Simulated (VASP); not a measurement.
Wanted: the native input for a VASP 6.6.1 run.

* Task: relaxation of cell and atoms
* Functional: rev-vdW-DF2
* Potentials or basis: VASP PAW PBE potentials, release 64 (B, N)
* Cutoff: 600 eV
* k mesh: 15 × 15 × 1
* Occupations: gaussian, width 0.03 eV
* Spin: no spin polarisation
* Further INCAR settings: ALGO = Normal; EDIFF = 1e-06; IBRION = 2; EDIFFG = -0.01; NSW = 90; ISIF = 3

The structure of BN lies in POSCAR:

```
BN
1.0
    2.4982400000      0.0000000000      0.0000000000
   -1.2491200000      2.1635393000      0.0000000000
    0.0000000000      0.0000000000     21.3178500000
B N
2 2
Direct
    0.6666666700      0.3333333300      0.4221814100
    0.3333333300      0.6666666700      0.5778185900
    0.3333333300      0.6666666700      0.4221814100
    0.6666666700      0.3333333300      0.5778185900
```

These files were run (other wordings do the same):

INCAR

```
  PREC = Accurate
  ENCUT = 600
  EDIFF = 1E-6
  ISMEAR = 0
  SIGMA = 0.03
  LREAL = F
  LASPH = T
  NELM = 80
  ALGO = Normal
  ISIF = 3
  LWAVE = F
  LCHARG = F
  GGA = MK
  LUSE_VDW = T
  AGGAC = 0.0
  PARAM1 = 0.1234
  PARAM2 = 0.711357
  ZAB_VDW = -1.8867
  IBRION = 2
  NSW = 90
  EDIFFG = -0.01
  LATTICE_CONSTRAINTS = .TRUE. .TRUE. .FALSE.
```

KPOINTS

```
Automatic mesh
0
Gamma
  15 15 1
```

Potentials or basis: VASP PAW PBE potentials, release 64 (B, N).

Launch:

```console
$ cat potpaw_PBE.64/B/POTCAR potpaw_PBE.64/N/POTCAR > POTCAR
$ mpirun -np 1 vasp_std > vasp.out
```

It gave:

| Item | Value |
| --- | --- |
| Relaxed volume | 29.06 Å³/atom |
| Relaxed cell | a = 2.509 Å, b = 2.509 Å, c = 21.318 Å, α = 90.00°, β = 90.00°, γ = 120.00° |
| Space group after relaxing (to 0.05 Å) | P-3m1 (No. 164) |
| Energy gained by relaxing | 1.2 meV/atom |
| Ionic steps | 5 |
| Largest force after relaxing | 0.005 eV/Å |
| Band gap on the k mesh | 4.50 eV, indirect (least direct gap 4.74 eV) |

Caveat: the PAW data sets were made with another functional, which shifts forces and pressure a little.

Run time: 9.3 min on 1 thread of Intel(R) Xeon(R) Platinum 8488C (Sapphire Rapids), with other jobs on the host, peak memory 0.62 GiB.
